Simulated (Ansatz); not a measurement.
A run of Ansatz 0.2.0 is set up as follows.

input.yaml

```yaml
crystal:
  lattice:
    - [0.0, 2.024805, 2.024805]
    - [2.024805, 0.0, 2.024805]
    - [2.024805, 2.024805, 0.0]
  atoms:
    - { symbol: Al, position: [0.0, 0.0, 0.0] }
kpoints:
  mp_grid: { grid: [11, 11, 11] }
scf:
  occupations: { method: fermi_dirac, width: 0.05 }
hamiltonian:
  xc: rpbe
  dispersion: d4
  pseudopotentials: { kind: all_electron, lapw: { basis_error: 0.001 } }
output:
  forces: true
  stress: true
relax:
  f_tol: 0.02
  max_steps: 60
  cell: {}
```

Potentials or basis: all-electron LAPW, scalar-relativistic.

Launch:

```sh
$ ansatz run input.yaml --threads 1 --pin off --max-ram 3072MiB --backend cpu --events-out ev --progress --plain --runs-dir out
```

Problem. Predict the space group after relaxing (to 0.05 Å).

Solution. Fm-3m (No. 225).

Problem. What does it give for the relaxed volume?

Solution. 15.61 Å³/atom.

Final structure:
```
Al
1.0
     0.00000    1.98349    1.98349
     1.98349    0.00000    1.98349
     1.98349    1.98349    0.00000
Al
1
Direct
  0.00000 0.00000 0.00000
```

The cell as given is a measured one (16.60 Å³/atom); RPBE+D4 puts the equilibrium volume -6.0 % from it, thermal expansion not counted.
